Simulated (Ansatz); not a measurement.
## KI: moving K off its site

KI, Fm-3m, a = 7.049 Å (as given, not relaxed at this level: 0.7 GPa). Ansatz: PBE, PAW, 420 eV, Γ-centred 6×6×6 mesh on 2 atoms, Gaussian smearing 0.05 eV; no spin polarisation.

```
K I
1.0
     0.00000    3.52455    3.52455
     3.52455    0.00000    3.52455
     3.52455    3.52455    0.00000
K I
1 1
Direct
  0.00000 0.00000 0.00000
  0.50000 0.50000 0.50000
```

Atom 1 (K) moves by x along the unit vector (0.707, -0.707, 0.000), with its periodic images; all else is held. y is the free energy of the cell over the start, F the force along the path summed over the moved atoms. Symmetry makes y even in x.

| x (Å) | y (meV) | F (eV/Å) |
| --- | --- | --- |
| -0.3000 | ? | ? |
| -0.1500 | 12.64 | 0.17 |
| 0.0000 | 0.00 | 0.00 |
| 0.0375 | 0.78 | -0.04 |
| 0.0750 | 3.14 | -0.08 |
| 0.1125 | 7.09 | -0.13 |
| 0.1875 | 19.83 | -0.21 |
| 0.2250 | 28.70 | -0.26 |
| 0.2625 | 39.29 | -0.31 |

Fit y = c2 x² + c4 x⁴ to the energies of the other rows, give the force constant, and predict energy and force of the missing row.

Least squares on the rows shown. y = 557.71 x² + 181.29 x⁴. The force constant is 2 c2 = 1.12 eV/Å² (for all images moving together, not for a lone atom). With two atoms in a cubic cell this is the optical mode at Γ without the LO field: ω = 521.5 √(2 c2/μ) = 101 cm⁻¹ for μ = 29.89 u. The force −dy/dx at the missing row is 0.35 eV/Å (computed 0.35). At x = -0.3000 the fit asked for gives 51.66 meV. The run gave 51.64 meV, so the fit is 0.02 meV too high, a small miss on the scale of the series.